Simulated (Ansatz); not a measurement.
Density of states of BP

```cif
data_structure
_symmetry_space_group_name_H-M 'Fm-3m'
_symmetry_Int_Tables_number 225
_cell_length_a 4.3196
_cell_length_b 4.3196
_cell_length_c 4.3196
_cell_angle_alpha 90.000
_cell_angle_beta 90.000
_cell_angle_gamma 90.000
_cell_volume 80.60
loop_
_atom_site_label
_atom_site_type_symbol
_atom_site_symmetry_multiplicity
_atom_site_Wyckoff_symbol
_atom_site_fract_x
_atom_site_fract_y
_atom_site_fract_z
_atom_site_occupancy
B1 B 4 a 0.00000 0.00000 0.00000 1
P1 P 4 b 0.50000 0.00000 0.00000 1
```

The runs use the primitive cell with vectors (0.000, 2.160, 2.160), (2.160, 0.000, 2.160), (2.160, 2.160, 0.000) Å, to which the k mesh refers.

The structure comes from a relaxation in the same program, started in the rocksalt type, and has space group Fm-3m. Whether it is a known phase or the ground state wasn't checked.

Theory: DFT, PBE, all-electron LAPW, scalar-relativistic in Ansatz 0.2.0.

Sampling and basis: a Γ-centred 16×16×16 k mesh, Fermi–Dirac smearing of 0.05 eV, basis error target 0.5 meV/atom, no spin polarisation.

States per eV and cell, averaged over 0.4 eV, from -13.0 to 4.4 eV, with energies (bin centres) from the Fermi level; empty bins are left out. 

```json
{"E (eV)": "-12.9", "total": "0.38"}
{"E (eV)": "-12.5", "total": "0.46"}
{"E (eV)": "-12.1", "total": "0.45"}
{"E (eV)": "-11.7", "total": "0.41"}
{"E (eV)": "-11.3", "total": "0.38"}
{"E (eV)": "-10.9", "total": "0.36"}
{"E (eV)": "-10.5", "total": "0.38"}
{"E (eV)": "-10.1", "total": "0.24"}
{"E (eV)": "-9.7", "total": "0.22"}
{"E (eV)": "-9.3", "total": "0.30"}
{"E (eV)": "-8.9", "total": "0.39"}
{"E (eV)": "-8.5", "total": "0.62"}
{"E (eV)": "-8.1", "total": "0.65"}
{"E (eV)": "-7.7", "total": "0.48"}
{"E (eV)": "-7.3", "total": "0.52"}
{"E (eV)": "-6.9", "total": "0.55"}
{"E (eV)": "-6.5", "total": "0.56"}
{"E (eV)": "-6.1", "total": "0.60"}
{"E (eV)": "-5.7", "total": "0.61"}
{"E (eV)": "-5.3", "total": "0.63"}
{"E (eV)": "-4.9", "total": "0.68"}
{"E (eV)": "-4.5", "total": "0.75"}
{"E (eV)": "-4.1", "total": "0.84"}
{"E (eV)": "-3.7", "total": "0.77"}
{"E (eV)": "-3.3", "total": "0.73"}
{"E (eV)": "-2.9", "total": "0.68"}
{"E (eV)": "-2.5", "total": "0.65"}
{"E (eV)": "-2.1", "total": "0.63"}
{"E (eV)": "-1.7", "total": "0.62"}
{"E (eV)": "-1.3", "total": "0.61"}
{"E (eV)": "-0.9", "total": "0.60"}
{"E (eV)": "-0.5", "total": "0.60"}
{"E (eV)": "-0.1", "total": "0.67"}
{"E (eV)": "0.3", "total": "0.82"}
{"E (eV)": "0.7", "total": "0.73"}
{"E (eV)": "1.1", "total": "0.64"}
{"E (eV)": "1.5", "total": "0.70"}
{"E (eV)": "1.9", "total": "0.73"}
{"E (eV)": "2.3", "total": "0.65"}
{"E (eV)": "2.7", "total": "0.41"}
{"E (eV)": "3.1", "total": "0.42"}
{"E (eV)": "3.5", "total": "0.46"}
{"E (eV)": "3.9", "total": "0.54"}
{"E (eV)": "4.3", "total": "0.57"}
```
